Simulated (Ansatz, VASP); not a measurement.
Two plane-wave programs on Al2O3

```
CELL_PARAMETERS angstrom
-4.76212 4.76212 4.76212
4.76212 -4.76212 4.76212
4.76212 4.76212 -4.76212
ATOMIC_POSITIONS crystal
Al 0.75000 0.75000 0.75000
Al 0.50000 0.00000 0.75000
Al 0.00000 0.75000 0.50000
Al 0.75000 0.50000 0.00000
O 0.62500 0.87500 0.75000
O 0.87500 0.75000 0.62500
O 0.75000 0.62500 0.87500
O 0.25000 0.87500 0.62500
O 0.62500 0.25000 0.87500
O 0.87500 0.62500 0.25000
```

Alike in both runs: functional PBE; k mesh 4 × 4 × 4; occupations gaussian, width 0.1 eV; no spin polarisation.

Ansatz relaxed the structure, and its values are those at the end. VASP's run is a single point on that final structure, the one shown.

|  | VASP | Ansatz |
| --- | --- | --- |
| version | VASP 6.6.1 | Ansatz 0.2.0 |
| potentials or method | VASP PAW PBE potentials, release 64 (Al, O) | scalar-relativistic, plane waves, PAW |
| plane-wave cutoff (eV) | 520 | 420 |
| valence electrons in the cell | 48 | 48 |

```tsv
	VASP	Ansatz	Ansatz less VASP
gap on the k mesh at the Fermi level (eV)	4.02	4.03	+0.008
least direct gap on the mesh (eV)	4.20	4.21	+0.008
pressure (GPa)	0.1	0.1	-0.02
```

A k mesh can miss the band edges. As with any semilocal functional, this PBE gap is likely too small.
